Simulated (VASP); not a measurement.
# Ga2O3 (C2/m) in VASP: settings compared, part 2 of 2

VASP 6.6.1. The steps go on from the part before.

## (3) Band structure, PBE

File POSCAR:

```
Ga2O3
1.0
    6.1070000000     -1.5185500000      0.0000000000
    6.1070000000      1.5185500000      0.0000000000
   -1.3859888959      0.0000000000      5.6300087380
Ga O
4 6
Direct
    0.3413400000      0.3413400000      0.6859800000
    0.6586600000      0.6586600000      0.3140200000
    0.9095000000      0.9095000000      0.2054000000
    0.0905000000      0.0905000000      0.7946000000
    0.5041000000      0.5041000000      0.7434000000
    0.4959000000      0.4959000000      0.2566000000
    0.8267000000      0.8267000000      0.4368000000
    0.1733000000      0.1733000000      0.5632000000
    0.8355000000      0.8355000000      0.8902000000
    0.1645000000      0.1645000000      0.1098000000
```

File INCAR.step1:

```
SYSTEM = Ga2O3
PREC = Accurate
ENCUT = 520
EDIFF = 1E-6
ISMEAR = -1
SIGMA = 0.05
LREAL = .False.
LASPH = .True.
NELM = 100
ALGO = Normal
ISIF = 2
LWAVE = .False.
LCHARG = .True.
GGA = PE
NBANDS = 55
```

File KPOINTS.step1:

```
Automatic mesh
0
Gamma
  9 9 5
  0 0 0
```

File INCAR.step2:

```
SYSTEM = Ga2O3
PREC = Accurate
ENCUT = 520
EDIFF = 1E-6
ISMEAR = 0
SIGMA = 0.05
LREAL = .False.
LASPH = .True.
NELM = 100
ALGO = Normal
ISIF = 2
LWAVE = .False.
LCHARG = .False.
GGA = PE
NBANDS = 55
ICHARG = 11
```

File KPOINTS.step2:

```
path XGY,LGZ,NGM,RG
15
line-mode
reciprocal
 0.0000000000  0.5000000000  0.0000000000  X
 0.0000000000  0.0000000000  0.0000000000  G

 0.0000000000  0.0000000000  0.0000000000  G
 0.0000000000  0.0000000000 -0.5000000000  Y

 0.0000000000  0.5000000000 -0.5000000000  L
 0.0000000000  0.0000000000  0.0000000000  G

 0.0000000000  0.0000000000  0.0000000000  G
-0.5000000000 -0.5000000000  0.5000000000  Z

-0.5000000000  0.0000000000  0.5000000000  N
 0.0000000000  0.0000000000  0.0000000000  G

 0.0000000000  0.0000000000  0.0000000000  G
-0.5000000000 -0.5000000000  0.0000000000  M

-0.5000000000  0.0000000000  0.0000000000  R
 0.0000000000  0.0000000000  0.0000000000  G
```

Potentials or basis: VASP PAW PBE potentials, release 64 (Ga_d, O).

The run is started by

```
$ cat potpaw_PBE.64/Ga_d/POTCAR potpaw_PBE.64/O/POTCAR > POTCAR
$ cp INCAR.step1 INCAR
$ cp KPOINTS.step1 KPOINTS
$ mpirun -np 1 vasp_std > vasp.out
$ cp INCAR.step2 INCAR
$ cp KPOINTS.step2 KPOINTS
$ mpirun -np 1 vasp_std > vasp.out
```

OUTCAR:

```text
SYSTEM = Ga2O3
   PREC = Accurate
   ENCUT = 520
   EDIFF = 1E-6
   ISMEAR = 0
   LREAL = .False.
   LASPH = .True.
   NELM = 100
   ISIF = 2
   GGA = PE
   ICHARG = 11

 ion  position               nearest neighbor table
   1  0.341  0.341  0.686-   5 1.94   9 1.94   9 1.94   8 2.01   7 2.07   7 2.07
   2  0.659  0.659  0.314-   6 1.94  10 1.94  10 1.94   7 2.01   8 2.07   8 2.07
   3  0.910  0.910  0.205-   6 1.83   6 1.83   9 1.83   7 1.86
   4  0.090  0.090  0.795-   5 1.83   5 1.83  10 1.83   8 1.86
   5  0.504  0.504  0.743-   4 1.83   4 1.83   1 1.94
   6  0.496  0.496  0.257-   3 1.83   3 1.83   2 1.94
   7  0.827  0.827  0.437-   3 1.86   2 2.01   1 2.07   1 2.07
   8  0.173  0.173  0.563-   4 1.86   1 2.01   2 2.07   2 2.07
   9  0.836  0.836  0.890-   3 1.83   1 1.94   1 1.94
  10  0.164  0.164  0.110-   4 1.83   2 1.94   2 1.94

  LATTYP: Found a base centered monoclinic cell.
 ALAT       =    12.2140000000
 B/A-ratio  =     0.2486572785
 C/A-ratio  =     0.4747093499
 COS(beta)  =    -0.2390419096

  Lattice vectors:

 A1 = (   6.1070000000,  -1.5185500000,   0.0000000000)
 A2 = (   6.1070000000,   1.5185500000,   0.0000000000)
 A3 = (  -1.3859888959,   0.0000000000,   5.6300087380)

Analysis of symmetry for initial positions (statically):
=====================================================================
 Subroutine PRICEL returns:
 Original cell was already a primitive cell.

 Routine SETGRP: Setting up the symmetry group for a
 base centered monoclinic supercell.

 Subroutine GETGRP returns: Found  4 space group operations
 (whereof  4 operations were pure point group operations)
 out of a pool of  4 trial point group operations.

The static configuration has the point symmetry C_2h.

Analysis of symmetry for dynamics (positions and initial velocities):
=====================================================================
 Subroutine PRICEL returns:
 Original cell was already a primitive cell.
[... 143 lines left out ...]
   IVDW    =     0    specifies the selected vdW correction
   LEPSILON=     F    determine dielectric tensor
   LRPA    =     F    only Hartree local field effects (RPA)
 non-spin polarized calculation
 Gauss-broadening in eV      SIGMA  =   0.05
  energy-cutoff  :      520.00
  volume of cell :      104.42
 maximum number of plane-waves:      2846
 NGX is ok and might be reduce to    48

 number of electron      88.0000020 magnetization

 Free energy of the ion-electron system (eV)
  ---------------------------------------------------
  ext. energy  EPLUGINS =         0.00000000
  ---------------------------------------------------
  free energy    TOTEN  =       -54.64129725 eV

  energy without entropy =      -54.64129725  energy(sigma->0) =      -54.64129725

 E-fermi :   4.1774     XC(G=0): -11.6435

 val. band max:        3.8917138312   @ k =  -0.5000  -0.5000   0.5000
 cond. band min:       6.3182519408   @ k =   0.0000   0.0000   0.0000
 fundamental gap:      2.4265381097
 Fermi energy:         4.1773526078

 k-point     1 :       0.0000    0.5000    0.0000
  band No.  band energies     occupation
      1     -13.9033      2.00000
      2     -13.7309      2.00000
      3     -13.6419      2.00000
      4     -13.5281      2.00000
      5     -13.2487      2.00000
      6     -13.2395      2.00000
[... 1381 lines left out ...]
     54      16.1652      0.00000
     55      16.4415      0.00000

 [... further k-points ...]

------------------------ aborting loop because EDIFF is reached ----------------------------------------

  FORCE on cell =-STRESS in cart. coord.  units (eV):
  Direction    XX          YY          ZZ          XY          YZ          ZX
  --------------------------------------------------------------------------------------
  -------------------------------------------------------------------------------------
  Total       10.7311145     16.6002495     14.9589053      0.0000000      0.0000000     -1.0881422
  in kB      164.6490883    254.7001007    229.5167122      0.0000000      0.0000000    -16.6955272
  external PRESSURE =     216.2886337 kB  Pullay stress =       0.0000000 kB

 VOLUME and BASIS-vectors are now :
 -----------------------------------------------------------------------------
  energy-cutoff  :      520.00
  volume of cell :      104.42
      direct lattice vectors                 reciprocal lattice vectors
     6.107000000 -1.518550000  0.000000000     0.081873260 -0.329261467  0.020155462
     6.107000000  1.518550000  0.000000000     0.081873260  0.329261467  0.020155462
    -1.385988896  0.000000000  5.630008738     0.000000000  0.000000000  0.177619618

 POSITION                                       TOTAL-FORCE (eV/Angst)
 -----------------------------------------------------------------------------------
      3.21837      0.00000      3.86207         0.055705      0.000000     -0.098440
      7.60965      0.00000      1.76794        -0.055705      0.000000      0.098440
     10.82395      0.00000      1.15640        -0.472089      0.000000     -0.246556
      0.00406      0.00000      4.47360         0.472089      0.000000      0.246556
      5.12673      0.00000      4.18535        -0.723161      0.000000     -0.117680
      5.70128      0.00000      1.44466         0.723161      0.000000      0.117680
      9.49191      0.00000      2.45919        -0.366386      0.000000     -0.476980
      1.33610      0.00000      3.17082         0.366386      0.000000      0.476980
      8.97099      0.00000      5.01183        -0.120695      0.000000      0.647523
      1.85702      0.00000      0.61817         0.120695      0.000000     -0.647523
 -----------------------------------------------------------------------------------
    total drift:                               -0.000000     -0.000000      0.000000

  FREE ENERGIE OF THE ION-ELECTRON SYSTEM (eV)
  ---------------------------------------------------
  free  energy   TOTEN  =       -54.6412972491 eV

  energy  without entropy=      -54.6412972491  energy(sigma->0) =      -54.64129725
```

OSZICAR.step1:

```text
N       E                     dE             d eps       ncg     rms          rms(c)
DAV:   1     0.120979806056E+04    0.12098E+04   -0.40043E+04 15149   0.295E+03
DAV:   2     0.196935404376E+03   -0.10129E+04   -0.94891E+03 12970   0.812E+02
DAV:   3    -0.482877307286E+02   -0.24522E+03   -0.23816E+03 14482   0.259E+02
DAV:   4    -0.680633911459E+02   -0.19776E+02   -0.19549E+02 15665   0.797E+01
DAV:   5    -0.687789186401E+02   -0.71553E+00   -0.71406E+00 16325   0.155E+01    0.177E+01
DAV:   6    -0.593578880269E+02    0.94210E+01   -0.30505E+01 23153   0.626E+01    0.482E+00
DAV:   7    -0.595539548024E+02   -0.19607E+00   -0.34661E+00 14115   0.103E+01    0.348E+00
DAV:   8    -0.595420906875E+02    0.11864E-01   -0.56294E-01 18860   0.852E+00    0.140E+00
DAV:   9    -0.595021687071E+02    0.39922E-01   -0.17231E-01 18697   0.578E+00    0.241E-01
DAV:  10    -0.595039625615E+02   -0.17939E-02   -0.24583E-02 16355   0.112E+00    0.167E-01
DAV:  11    -0.595042843934E+02   -0.32183E-03   -0.27389E-03 15854   0.571E-01    0.802E-02
DAV:  12    -0.595043679033E+02   -0.83510E-04   -0.67201E-04 17088   0.392E-01    0.170E-02
DAV:  13    -0.595043770131E+02   -0.91097E-05   -0.11047E-04 19345   0.893E-02    0.755E-03
DAV:  14    -0.595043785032E+02   -0.14901E-05   -0.26014E-05 14358   0.624E-02    0.929E-03
DAV:  15    -0.595043774713E+02    0.10319E-05   -0.58697E-06 15645   0.227E-02    0.298E-03
DAV:  16    -0.595043774606E+02    0.10787E-07   -0.16546E-06  8946   0.119E-02
   1 F= -.59504377E+02 E0= -.59504377E+02  d E =-.678632E-10
```

It took 19 min on 1 thread of Intel Xeon Platinum 8488C (Sapphire Rapids), shared host; peak memory 0.64 GiB.

Results:

```
Band gap on the k mesh  : 2.42 eV, indirect (least direct gap 2.44 eV)
Band gap along the path : 2.43 eV, indirect (least direct gap 2.44 eV)
```

Levels at the corners of the path, in eV from the valence-band top:
| point | band 42 | band 43 | band 44 | band 45 | band 46 | band 47 |
| --- | --- | --- | --- | --- | --- | --- |
| X | -0.71 | -0.45 | -0.12 | 5.69 | 6.55 | 7.25 |
| Γ | -0.47 | -0.27 | -0.01 | 2.43 | 5.73 | 6.76 |
| Γ | -0.47 | -0.27 | -0.01 | 2.43 | 5.73 | 6.76 |
| Y | -0.62 | -0.49 | -0.29 | 4.80 | 4.93 | 6.76 |
| L | -1.04 | -0.73 | -0.64 | 6.95 | 6.98 | 7.87 |
| Γ | -0.47 | -0.27 | -0.01 | 2.43 | 5.73 | 6.76 |
| Γ | -0.47 | -0.27 | -0.01 | 2.43 | 5.73 | 6.76 |
| Z | -0.59 | -0.58 | 0.00 | 5.22 | 5.35 | 6.28 |
| N | -1.04 | -0.73 | -0.64 | 6.95 | 6.98 | 7.87 |
| Γ | -0.47 | -0.27 | -0.01 | 2.43 | 5.73 | 6.76 |
| Γ | -0.47 | -0.27 | -0.01 | 2.43 | 5.73 | 6.76 |
| M | -0.66 | -0.41 | -0.15 | 4.59 | 4.85 | 5.86 |
| R | -0.71 | -0.45 | -0.12 | 5.69 | 6.55 | 7.25 |
| Γ | -0.47 | -0.27 | -0.01 | 2.43 | 5.73 | 6.76 |

Caveat: the log is that of the step along the path at fixed density, whose energy, stress, charges and moments have no meaning. As with any semilocal functional, this PBE gap is likely too small.

## (4) Band structure, revPBE

POSCAR is that of step 3.

File INCAR.step1:

```
SYSTEM = Ga2O3
PREC = Accurate
ENCUT = 520
EDIFF = 1E-7
ISMEAR = -1
SIGMA = 0.05
LREAL = .FALSE.
LASPH = .TRUE.
NELM = 100
ALGO = Normal
ISIF = 2
LWAVE = .FALSE.
LCHARG = .TRUE.
GGA = RE
NBANDS = 55
```

File KPOINTS.step1:

```
Automatic mesh
0
G
  9 9 5
  0 0 0
```

File INCAR.step2:

```
SYSTEM = Ga2O3
PREC = Accurate
ENCUT = 520
EDIFF = 1E-7
ISMEAR = 0
SIGMA = 0.05
LREAL = .FALSE.
LASPH = .TRUE.
NELM = 100
ALGO = Normal
ISIF = 2
LWAVE = .FALSE.
LCHARG = .FALSE.
GGA = RE
NBANDS = 55
ICHARG = 11
```

KPOINTS.step2 is that of step 3.

Potentials or basis: VASP PAW PBE potentials, release 64 (Ga_d, O).

The run is started by

```
$ cat potpaw_PBE.64/Ga_d/POTCAR potpaw_PBE.64/O/POTCAR > POTCAR
$ cp INCAR.step1 INCAR
$ cp KPOINTS.step1 KPOINTS
$ mpirun -np 1 vasp_std > vasp.out
$ cp INCAR.step2 INCAR
$ cp KPOINTS.step2 KPOINTS
$ mpirun -np 1 vasp_std > vasp.out
```

OUTCAR:

```text
SYSTEM = Ga2O3
   PREC = Accurate
   ENCUT = 520
   EDIFF = 1E-7
   ISMEAR = 0
   LREAL = .FALSE.
   LASPH = .TRUE.
   NELM = 100
   ISIF = 2
   GGA = RE
   ICHARG = 11

 ion  position               nearest neighbor table
   1  0.341  0.341  0.686-   5 1.94   9 1.94   9 1.94   8 2.01   7 2.07   7 2.07
   2  0.659  0.659  0.314-   6 1.94  10 1.94  10 1.94   7 2.01   8 2.07   8 2.07
   3  0.910  0.910  0.205-   6 1.83   6 1.83   9 1.83   7 1.86
   4  0.090  0.090  0.795-   5 1.83   5 1.83  10 1.83   8 1.86
   5  0.504  0.504  0.743-   4 1.83   4 1.83   1 1.94
   6  0.496  0.496  0.257-   3 1.83   3 1.83   2 1.94
   7  0.827  0.827  0.437-   3 1.86   2 2.01   1 2.07   1 2.07
   8  0.173  0.173  0.563-   4 1.86   1 2.01   2 2.07   2 2.07
   9  0.836  0.836  0.890-   3 1.83   1 1.94   1 1.94
  10  0.164  0.164  0.110-   4 1.83   2 1.94   2 1.94

  LATTYP: Found a base centered monoclinic cell.
 ALAT       =    12.2140000000
 B/A-ratio  =     0.2486572785
 C/A-ratio  =     0.4747093499
 COS(beta)  =    -0.2390419096

  Lattice vectors:

 A1 = (   6.1070000000,  -1.5185500000,   0.0000000000)
 A2 = (   6.1070000000,   1.5185500000,   0.0000000000)
 A3 = (  -1.3859888959,   0.0000000000,   5.6300087380)

Analysis of symmetry for initial positions (statically):
=====================================================================
 Subroutine PRICEL returns:
 Original cell was already a primitive cell.

 Routine SETGRP: Setting up the symmetry group for a
 base centered monoclinic supercell.

 Subroutine GETGRP returns: Found  4 space group operations
 (whereof  4 operations were pure point group operations)
 out of a pool of  4 trial point group operations.

The static configuration has the point symmetry C_2h.

Analysis of symmetry for dynamics (positions and initial velocities):
=====================================================================
 Subroutine PRICEL returns:
 Original cell was already a primitive cell.
[... 143 lines left out ...]
   IVDW    =     0    specifies the selected vdW correction
   LEPSILON=     F    determine dielectric tensor
   LRPA    =     F    only Hartree local field effects (RPA)
 non-spin polarized calculation
 Gauss-broadening in eV      SIGMA  =   0.05
  energy-cutoff  :      520.00
  volume of cell :      104.42
 maximum number of plane-waves:      2846
 NGX is ok and might be reduce to    48

 number of electron      88.0000020 magnetization

 Free energy of the ion-electron system (eV)
  ---------------------------------------------------
  ext. energy  EPLUGINS =         0.00000000
  ---------------------------------------------------
  free energy    TOTEN  =       -51.12166750 eV

  energy without entropy =      -51.12166750  energy(sigma->0) =      -51.12166750

 E-fermi :   4.3072     XC(G=0): -11.4477

 val. band max:        4.0043013899   @ k =  -0.5000  -0.5000   0.5000
 cond. band min:       6.5103102270   @ k =   0.0000   0.0000   0.0000
 fundamental gap:      2.5060088371
 Fermi energy:         4.3071688824

 k-point     1 :       0.0000    0.5000    0.0000
  band No.  band energies     occupation
      1     -13.8520      2.00000
      2     -13.6808      2.00000
      3     -13.5934      2.00000
      4     -13.4817      2.00000
      5     -13.1983      2.00000
      6     -13.1890      2.00000
[... 1381 lines left out ...]
     54      16.3673      0.00000
     55      16.6153      0.00000

 [... further k-points ...]

------------------------ aborting loop because EDIFF is reached ----------------------------------------

  FORCE on cell =-STRESS in cart. coord.  units (eV):
  Direction    XX          YY          ZZ          XY          YZ          ZX
  --------------------------------------------------------------------------------------
  -------------------------------------------------------------------------------------
  Total       12.9628737     18.9409976     17.1788339      0.0000000      0.0000000     -1.0557803
  in kB      198.8913029    290.6145479    263.5774082      0.0000000      0.0000000    -16.1989940
  external PRESSURE =     251.0277530 kB  Pullay stress =       0.0000000 kB

 VOLUME and BASIS-vectors are now :
 -----------------------------------------------------------------------------
  energy-cutoff  :      520.00
  volume of cell :      104.42
      direct lattice vectors                 reciprocal lattice vectors
     6.107000000 -1.518550000  0.000000000     0.081873260 -0.329261467  0.020155462
     6.107000000  1.518550000  0.000000000     0.081873260  0.329261467  0.020155462
    -1.385988896  0.000000000  5.630008738     0.000000000  0.000000000  0.177619618

 POSITION                                       TOTAL-FORCE (eV/Angst)
 -----------------------------------------------------------------------------------
      3.21837      0.00000      3.86207         0.057716      0.000000     -0.085666
      7.60965      0.00000      1.76794        -0.057716      0.000000      0.085666
     10.82395      0.00000      1.15640        -0.465474      0.000000     -0.249768
      0.00406      0.00000      4.47360         0.465474      0.000000      0.249768
      5.12673      0.00000      4.18535        -0.717144      0.000000     -0.123555
      5.70128      0.00000      1.44466         0.717144      0.000000      0.123555
      9.49191      0.00000      2.45919        -0.326051      0.000000     -0.500143
      1.33610      0.00000      3.17082         0.326051      0.000000      0.500143
      8.97099      0.00000      5.01183        -0.176785      0.000000      0.677941
      1.85702      0.00000      0.61817         0.176785      0.000000     -0.677941
 -----------------------------------------------------------------------------------
    total drift:                               -0.000000     -0.000000      0.000000

  FREE ENERGIE OF THE ION-ELECTRON SYSTEM (eV)
  ---------------------------------------------------
  free  energy   TOTEN  =       -51.1216675036 eV

  energy  without entropy=      -51.1216675036  energy(sigma->0) =      -51.12166750
```

Run time: 22 min. Hardware: 1 thread of Intel Xeon Platinum 8488C (Sapphire Rapids), shared host; peak memory 0.64 GiB.

Results:

- Band gap on the k mesh: 2.50 eV, indirect (least direct gap 2.52 eV)
- Band gap along the path: 2.51 eV, indirect (least direct gap 2.52 eV)

Levels at the corners of the path, in eV from the valence-band top:
```csv
point,band 41,band 42,band 43,band 44,band 45,band 46,band 47,band 48
X,-0.74,-0.70,-0.45,-0.13,5.78,6.63,7.33,7.62
Γ,-0.65,-0.46,-0.27,-0.02,2.51,5.81,6.86,6.87
Γ,-0.65,-0.46,-0.27,-0.02,2.51,5.81,6.86,6.87
Y,-0.64,-0.62,-0.48,-0.29,4.87,5.01,6.85,7.35
L,-1.10,-1.03,-0.72,-0.64,7.03,7.06,7.96,8.15
Γ,-0.65,-0.46,-0.27,-0.02,2.51,5.81,6.86,6.87
Γ,-0.65,-0.46,-0.27,-0.02,2.51,5.81,6.86,6.87
Z,-0.62,-0.59,-0.58,0.00,5.29,5.43,6.36,6.66
N,-1.10,-1.03,-0.72,-0.64,7.03,7.06,7.96,8.15
Γ,-0.65,-0.46,-0.27,-0.02,2.51,5.81,6.86,6.87
Γ,-0.65,-0.46,-0.27,-0.02,2.51,5.81,6.86,6.87
M,-0.66,-0.65,-0.41,-0.15,4.66,4.92,5.97,6.70
R,-0.74,-0.70,-0.45,-0.13,5.78,6.63,7.33,7.62
Γ,-0.65,-0.46,-0.27,-0.02,2.51,5.81,6.86,6.87
```

Caveat: the log is that of the step along the path at fixed density, whose energy, stress, charges and moments have no meaning; the PAW data sets were made with another functional, which shifts forces and pressure a little. As with any semilocal functional, this revPBE gap is likely too small.

## (5) The reference run

An earlier run on the cell as given: functional PBE; potentials or basis VASP PAW PBE potentials, release 64 (Ga_d, O); cutoff 520 eV; k mesh 9 × 9 × 5; occupations fermi-dirac, width 0.05 eV; no spin polarisation.

* Pressure: 10.2 GPa
* Largest force: 0.245 eV/Å
* Band gap on the k mesh: 2.42 eV, indirect (least direct gap 2.44 eV)

## (6) Summary

| task | level | potentials or basis | cutoff (eV) | gap on the mesh (eV) |
| --- | --- | --- | --- | --- |
| band structure | PBE | VASP PAW PBE potentials, release 64 (Ga, O) | 500 | 2.46 |
| band structure | PBE | VASP PAW PBE potentials, release 64 (Ga_d, O) | 520 | 2.42 |
| band structure | revPBE | VASP PAW PBE potentials, release 64 (Ga_d, O) | 520 | 2.50 |
| single point | PBE | VASP PAW PBE potentials, release 64 (Ga_d, O) | 520 | 2.42 |

Alike in all rows: no spin polarisation; cell as given; k mesh 9 × 9 × 5; smearing fermi-dirac 0.05 eV.

Caveats: the PAW data sets were made with another functional, which shifts forces and pressure a little (some runs); an odd mesh through Γ misses points on the zone boundary, where band edges often lie (some runs).

Total energies depend on the potentials used, so only differences within one code and one set of settings carry meaning.
